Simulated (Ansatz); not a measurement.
InSe:

```
In Se
1.0
     2.00000    1.15470    8.44000
    -2.00000    1.15470    8.44000
     0.00000   -2.30940    8.44000
In Se
2 2
Direct
  0.88860 0.88860 0.88860
  0.00000 0.00000 0.00000
  0.17190 0.17190 0.17190
  0.38350 0.38350 0.38350
```

Base run:

| Quantity | Value |
| --- | --- |
| Program | Ansatz 0.2.0 |
| Functional | BLYP |
| Potentials or basis | Ansatz PAW |
| Cutoff | 420 eV (not typed: the program's choice for these potentials) |
| k mesh | 8 × 8 × 8 |
| Occupations | fermi-dirac, width 0.05 eV |
| Spin | no spin polarisation |

Its results: band gap on the k mesh 0.37 eV, direct; pressure 5.7 GPa; largest force 0.436 eV/Å.

The run is repeated on the same cell with these changes: functional from BLYP to PBE; occupations from fermi-dirac, width 0.05 eV to gaussian, width 0.012 eV. What comes out?

Band gap on the k mesh 0.44 eV, direct; pressure 2.7 GPa; largest force 0.365 eV/Å.

Caveats: spin-orbit coupling is left out, which moves the levels of the heavy elements; the PAW data sets come from PBE, with cores solved anew for the run's functional, which leaves a small shift of forces and pressure (some runs).
